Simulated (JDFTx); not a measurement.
Input of a JDFTx 1.7.0 (patched build) run:

Contents of I.in:

```
lattice \
    0.0000000000     4.1427435300     4.1427435300 \
    4.4703369572     0.0000000000     4.4703369572 \
    7.3885270413     7.3885270413     0.0000000000
coords-type Lattice
ion I      0.0000000000     0.0000000000     0.0000000000 1

ion-species pseudo/I.upf
elec-cutoff 35
elec-ex-corr gga-PBEsol
kpoint-folding 9 9 9
elec-smearing Fermi 0.0018374661
elec-n-bands 9
electronic-SCF nIterations 100 energyDiffThreshold 1e-09
electronic-minimize nIterations 30 energyDiffThreshold 1e-7
forces-output-coords Cartesian
lattice-minimize nIterations 40 energyDiffThreshold 1e-6

dump-name run.$VAR
dump End Ecomponents EigStats BandEigs Kpoints Forces Stress
```

Potentials or basis: PseudoDojo-SR-PBEsol-0.4.1-standard.

The run is started by

```console
$ jdftx -c 1 -i I.in -o I.out
```

(1) Estimate the space group after relaxing (to 0.05 Å).

(2) What does it give for the relaxed cell?

Results:

(1) Fmmm (No. 69).

(2) a = 4.395 Å, b = 4.317 Å, c = 3.175 Å, α = 69.94°, β = 67.32°, γ = 42.73°.

Caveat: an odd number of electrons without spin polarisation forces a metal; a magnetic or distorted state may lie lower.
